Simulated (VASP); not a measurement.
# SnO in VASP: one cell, several levels of theory, part 2 of 2

The system is SnO (zincblende), a generated structure that needn't be the ground state.

VASP 6.6.1, plane waves, PAW. Earlier steps stand in the parts before.

## Step 3: r2SCAN

File INCAR:

```
ENCUT = 520.000000
SIGMA = 0.020000
EDIFF = 1.00e-07
ALGO = Normal
METAGGA = R2SCAN
PREC = Accurate
IBRION = -1
ISIF = 2
ISMEAR = -1
NBANDS = 17
NELM = 120
NSW = 0
LASPH = .TRUE.
LCHARG = .FALSE.
LWAVE = .FALSE.
LREAL = .FALSE.
```

File KPOINTS:

```
KPOINTS created by Atomic Simulation Environment
0
Gamma
8 8 8
0 0 0
```

File KPOINTS_OPT:

```
special points
7
Reciprocal
0.0000000000 0.0000000000 0.0000000000 1
-0.5000000000 -0.5000000000 0.0000000000 1
-0.3750000000 -0.3750000000 0.2500000000 1
-0.3750000000 0.0000000000 0.3750000000 1
0.0000000000 0.0000000000 0.5000000000 1
-0.5000000000 -0.2500000000 0.2500000000 1
-0.5000000000 -0.4000000000 0.1000000000 1
```

File POSCAR:

```
Sn O
 1.0000000000000000
     0.0000000000000000    2.7082147176000002    2.6995484305000002
     2.7082147176000002    0.0000000000000000    2.6995484305000002
     2.7082147176000002    2.7082147176000002    0.0000000000000000
 Sn  O
   1   1
Cartesian
  0.0000000000000000  0.0000000000000000  0.0000000000000000
  1.3541073587999999  1.3541073587999999  1.3497742152499999
```

Launch:

```sh
mpirun -np 1 vasp_std
```

Standard output, without the iteration lines:

```text
POSCAR found type information on POSCAR SnO
 POSCAR found :  2 types and       2 ions
 -----------------------------------------------------------------------------
|                                                                             |
|                                                                             |
|     You enforced a specific xc type in the INCAR file but a different       |
|     I HOPE YOU KNOW WHAT YOU ARE DOING!                                     |
|                                                                             |
 -----------------------------------------------------------------------------

 LDA part: xc-table for (None), standard interpolation
 POSCAR, INCAR and KPOINTS ok, starting setup
 FFT: planning ... GRIDC
 FFT: planning ... GRID_SOFT
 FFT: planning ... GRID
 WAVECAR not read
 entering main loop
 Start KPOINTS_OPT (optional k-point list driver)
k-point batch [1-7\7]
```

OSZICAR:

```text
N       E                     dE             d eps       ncg     rms          rms(c)
DAV:   1     0.129096886948E+03    0.12910E+03   -0.10504E+04  2047   0.168E+03
DAV:   2    -0.229296490679E+02   -0.15203E+03   -0.14449E+03  2207   0.384E+02
DAV:   3    -0.386105524821E+02   -0.15681E+02   -0.15595E+02  2354   0.113E+02
DAV:   4    -0.389730450251E+02   -0.36249E+00   -0.36226E+00  2458   0.182E+01
DAV:   5    -0.389836463787E+02   -0.10601E-01   -0.10600E-01  2743   0.300E+00    0.800E+00
DAV:   6    -0.321239020490E+02    0.68597E+01   -0.84753E+00  3054   0.427E+01    0.352E+00
DAV:   7    -0.322173707766E+02   -0.93469E-01   -0.96953E-01  2104   0.656E+00    0.146E+00
DAV:   8    -0.321964606872E+02    0.20910E-01   -0.99773E-02  2425   0.335E+00    0.248E-01
DAV:   9    -0.321989720196E+02   -0.25113E-02   -0.44433E-03  2203   0.606E-01    0.121E-01
DAV:  10    -0.321992929598E+02   -0.32094E-03   -0.13155E-03  2629   0.416E-01    0.444E-02
DAV:  11    -0.321993011742E+02   -0.82145E-05   -0.61276E-04  2372   0.181E-01    0.410E-02
DAV:  12    -0.321992864715E+02    0.14703E-04   -0.20780E-04  2722   0.101E-01    0.898E-03
DAV:  13    -0.321992847922E+02    0.16793E-05   -0.12905E-05  2208   0.274E-02    0.135E-03
DAV:  14    -0.321992848292E+02   -0.36966E-07   -0.93703E-07  2275   0.630E-03
   1 F= -.32199285E+02 E0= -.32199067E+02  d E =-.436147E-03
       N       E                     dE             ncg
DAV:   1     0.163396473999E+04   -0.46706E+04      238
DAV:   2     0.562047763872E+03   -0.10719E+04      278
DAV:   3     0.456302202575E+03   -0.10575E+03      266
DAV:   4     0.453750960367E+03   -0.25512E+01      314
DAV:   5     0.453680580690E+03   -0.70380E-01      313
DAV:   6     0.453677906448E+03   -0.26742E-02      336
DAV:   7     0.453677886802E+03   -0.19645E-04      320
DAV:   8     0.453677886400E+03   -0.40289E-06      302
DAV:   9     0.453677886396E+03   -0.34934E-08      223
```

Parts of OUTCAR:

```text
k-points           NKPTS =     59   k-points in BZ     NKDIM =     59   number of bands    NBANDS=     17

   NELECT =      20.0000    total number of electrons

   dimension x,y,z NGX =    28 NGY =   28 NGZ =   28
   dimension x,y,z NGXF=    56 NGYF=   56 NGZF=   56

  energy-cutoff  :      520.00
  volume of cell :       39.60
      direct lattice vectors                 reciprocal lattice vectors
     0.000000000  2.708214718  2.699548431    -0.184623470  0.184623470  0.185216162
     2.708214718  0.000000000  2.699548431     0.184623470 -0.184623470  0.185216162
     2.708214718  2.708214718  0.000000000     0.184623470  0.184623470 -0.185216162

 k-points in reciprocal lattice and weights: KPOINTS created by Atomic Simulation Env
   0.00000000  0.00000000  0.00000000       0.002
   0.12500000  0.00000000  0.00000000       0.016
   0.25000000  0.00000000  0.00000000       0.016
   0.37500000  0.00000000  0.00000000       0.016
   0.50000000  0.00000000  0.00000000       0.008
   0.12500000  0.12500000  0.00000000       0.004
   0.25000000  0.12500000  0.00000000       0.016
   0.37500000  0.12500000  0.00000000       0.016
[... 51 more k-points ...]

 E-fermi :   6.1772

 k-point     1 :       0.0000    0.0000    0.0000
  band No.  band energies     occupation
      1     -16.4123      2.00000
      2     -16.4123      2.00000
      3     -16.4111      2.00000
      4     -16.3572      2.00000
      5     -16.3570      2.00000
      6     -14.1069      2.00000
      7      -0.3447      2.00000
      8       2.1461      2.00000
      9       2.1461      2.00000
     10       2.1555      2.00000
     11      10.8049      0.00000
     12      10.8154      0.00000
     13      10.8154      0.00000
     14      15.6483      0.00000
     15      18.0126      0.00000
     16      18.0126      0.00000
     17      18.0758      0.00000

 k-point     2 :       0.1250    0.0000    0.0000
  band No.  band energies     occupation
      1     -16.4399      2.00000
      2     -16.4074      2.00000
      3     -16.4067      2.00000
      4     -16.3570      2.00000
      5     -16.3568      2.00000
      6     -14.0142      2.00000
      7      -0.6991      2.00000
      8       2.0765      2.00000
      9       2.0836      2.00000
     10       2.4914      2.00000
     11       9.9580      0.00000
     12      10.8872      0.00000
     13      10.8894      0.00000
     14      16.3280      0.00000
     15      17.4258      0.00000
     16      17.4625      0.00000
     17      17.5762      0.00000

 k-point     3 :       0.2500    0.0000    0.0000
  band No.  band energies     occupation
      1     -16.5032      2.00000
      2     -16.3991      2.00000
      3     -16.3983      2.00000
      4     -16.3530      2.00000
      5     -16.3528      2.00000
      6     -13.7870      2.00000
      7      -1.3861      2.00000
      8       1.9164      2.00000
      9       1.9256      2.00000
     10       3.1092      2.00000
     11       8.7428      0.00000
     12      10.9860      0.00000
     13      10.9961      0.00000
     14      15.6161      0.00000
     15      17.0798      0.00000
     16      17.1068      0.00000
     17      19.2364      0.00000

 k-point     4 :       0.3750    0.0000    0.0000
  band No.  band energies     occupation
      1     -16.5614      2.00000
      2     -16.3962      2.00000
      3     -16.3955      2.00000
      4     -16.3434      2.00000
      5     -16.3430      2.00000
      6     -13.5515      2.00000
      7      -1.9775      2.00000
      8       1.7661      2.00000
      9       1.7774      2.00000
     10       3.5488      2.00000
     11       8.0575      0.00000
     12      10.9711      0.00000
     13      10.9929      0.00000
     14      15.1350      0.00000
     15      17.3724      0.00000
     16      17.3885      0.00000
     17      19.5507      0.00000

 k-point     5 :       0.5000    0.0000    0.0000
  band No.  band energies     occupation
      1     -16.5843      2.00000
      2     -16.3963      2.00000
      3     -16.3956      2.00000
      4     -16.3382      2.00000
      5     -16.3377      2.00000
      6     -13.4509      2.00000
      7      -2.2101      2.00000
      8       1.7064      2.00000
      9       1.7185      2.00000
     10       3.6845      2.00000
     11       7.8786      0.00000
     12      10.9370      0.00000
     13      10.9629      0.00000
     14      15.0328      0.00000
     15      17.6596      0.00000
     16      17.6742      0.00000
     17      19.2111      0.00000

 k-point     6 :       0.1250    0.1250    0.0000
  band No.  band energies     occupation
      1     -16.4538      2.00000
      2     -16.4023      2.00000
      3     -16.4022      2.00000
      4     -16.3610      2.00000
      5     -16.3538      2.00000
      6     -13.9839      2.00000
      7      -0.7661      2.00000
      8       1.9513      2.00000
      9       1.9513      2.00000
     10       2.7788      2.00000
     11       9.7337      0.00000
     12      10.8917      0.00000
     13      10.8917      0.00000
     14      15.5151      0.00000
     15      17.0867      0.00000
     16      18.7994      0.00000
     17      18.7994      0.00000

 k-point     7 :       0.2500    0.1250    0.0000
  band No.  band energies     occupation
      1     -16.5047      2.00000
      2     -16.3942      2.00000
      3     -16.3922      2.00000
      4     -16.3629      2.00000
      5     -16.3491      2.00000
      6     -13.8032      2.00000
      7      -1.2514      2.00000
      8       1.7429      2.00000
      9       1.7541      2.00000
     10       3.3978      2.00000
     11       8.7782      0.00000
     12      10.8241      0.00000
     13      10.9961      0.00000
     14      14.7402      0.00000
     15      17.5034      0.00000
     16      18.6208      0.00000
     17      19.4146      0.00000

 k-point     8 :       0.3750    0.1250    0.0000
  band No.  band energies     occupation
      1     -16.5590      2.00000
      2     -16.3924      2.00000
      3     -16.3877      2.00000
      4     -16.3564      2.00000
      5     -16.3409      2.00000
      6     -13.5710      2.00000
      7      -1.7925      2.00000
      8       1.4492      2.00000
      9       1.6053      2.00000
     10       4.0075      2.00000
     11       8.0953      0.00000
     12      10.4797      0.00000
     13      11.0488      0.00000
     14      14.9011      0.00000
     15      17.2614      0.00000
     16      18.4097      0.00000
     17      20.0398      0.00000

 k-point     9 :       0.5000    0.1250    0.0000
  band No.  band energies     occupation
      1     -16.5891      2.00000
      2     -16.3939      2.00000
      3     -16.3881      2.00000
      4     -16.3465      2.00000
      5     -16.3375      2.00000
      6     -13.4238      2.00000
      7      -2.1046      2.00000
      8       1.2035      2.00000
      9       1.5835      2.00000
     10       4.3270      2.00000
     11       7.8643      0.00000
     12      10.2196      0.00000
     13      11.0441      0.00000
     14      15.2665      0.00000
     15      17.3008      0.00000
     16      18.1078      0.00000
     17      20.0860      0.00000

 k-point    10 :      -0.3750    0.1250    0.0000
  band No.  band energies     occupation
      1     -16.5806      2.00000
      2     -16.3939      2.00000
      3     -16.3889      2.00000
      4     -16.3451      2.00000
      5     -16.3427      2.00000
      6     -13.4570      2.00000
      7      -2.0368      2.00000
      8       1.1519      2.00000
      9       1.6969      2.00000
     10       4.2588      2.00000
     11       7.9728      0.00000
     12      10.1396      0.00000
     13      11.0755      0.00000
     14      15.6314      0.00000
     15      17.2428      0.00000
     16      17.5066      0.00000
     17      20.3505      0.00000

 k-point    11 :      -0.2500    0.1250    0.0000
  band No.  band energies     occupation
      1     -16.5373      2.00000
      2     -16.3937      2.00000
      3     -16.3921      2.00000
      4     -16.3567      2.00000
      5     -16.3465      2.00000
      6     -13.6485      2.00000
      7      -1.6328      2.00000
      8       1.3479      2.00000
      9       1.8865      2.00000
     10       3.7872      2.00000
     11       8.4395      0.00000
     12      10.2853      0.00000
     13      11.1180      0.00000
     14      15.9328      0.00000
     15      16.4286      0.00000
     16      17.8186      0.00000
     17      20.1340      0.00000

[... the tables of k-points 12 to 59 left out ...]

  Total        0.1338636      0.1338636      0.1341325      0.0000000      0.0000000      0.0000000
  in kB        5.4160873      5.4160873      5.4269670      0.0000000      0.0000000      0.0000000
  external PRESSURE =       5.4197139 kB  Pullay stress =       0.0000000 kB

 POSITION                                       TOTAL-FORCE (eV/Angst)
 -----------------------------------------------------------------------------------
      0.00000      0.00000      0.00000        -0.000000     -0.000000     -0.000000
      1.35411      1.35411      1.34977         0.000000      0.000000      0.000000
 -----------------------------------------------------------------------------------
    total drift:                               -0.000002     -0.000002     -0.000002

  FREE ENERGIE OF THE ION-ELECTRON SYSTEM (eV)
  ---------------------------------------------------
  free  energy   TOTEN  =       -32.1992848292 eV

  energy  without entropy=      -32.1988486826  energy(sigma->0) =      -32.19906676
```

Hardware: 1 MPI rank of Intel Xeon Platinum 8488C, shared host.

The levels at the points of KPOINTS_OPT are read from vasprun.xml.

Levels at the named points, in eV from the top of band v (v: the last filled band by count, c: the next):

```
point    v−1      v      c   c+1
    Γ  -4.03  -4.02   4.63  4.64
    X  -5.24  -0.65  -0.20  5.44
    U  -5.00  -0.38   0.74  3.53
    K  -4.99  -0.37   0.75  3.52
    L  -4.46  -2.49   1.70  4.76
    W  -5.58   0.00   1.35  2.71
```

r2SCAN: no gap; the band counted as the lowest empty one dips 0.20 eV below the top of the last filled one. Pressure: 0.54 GPa; the forces vanish within 0.01 eV/Å.

## Step 4: Summary

The summary covers parts 1 to 2.

```
 level  gap (eV)  pressure (GPa)  Ansatz: gap (eV)  Ansatz: pressure (GPa)
   PBE     -0.20            2.63             -0.20                    2.60
r2SCAN     -0.20            0.54             -0.20                    0.21
```

A negative gap is an overlap of bands.

In words: No gap over 0.02 eV opens at any of these levels. Spin-orbit coupling is left out, though the cell holds Sn (Z = 50); in an element this heavy it can shift bands and gaps by tenths of an eV. At this one volume the pressure spans 0.5 GPa (r2SCAN) to 2.6 GPa (PBE): PBE wants the largest cell and r2SCAN the smallest. The two programs agree on the overlap of the bands within 0.01 eV. Datasets and cutoffs are each program's own.
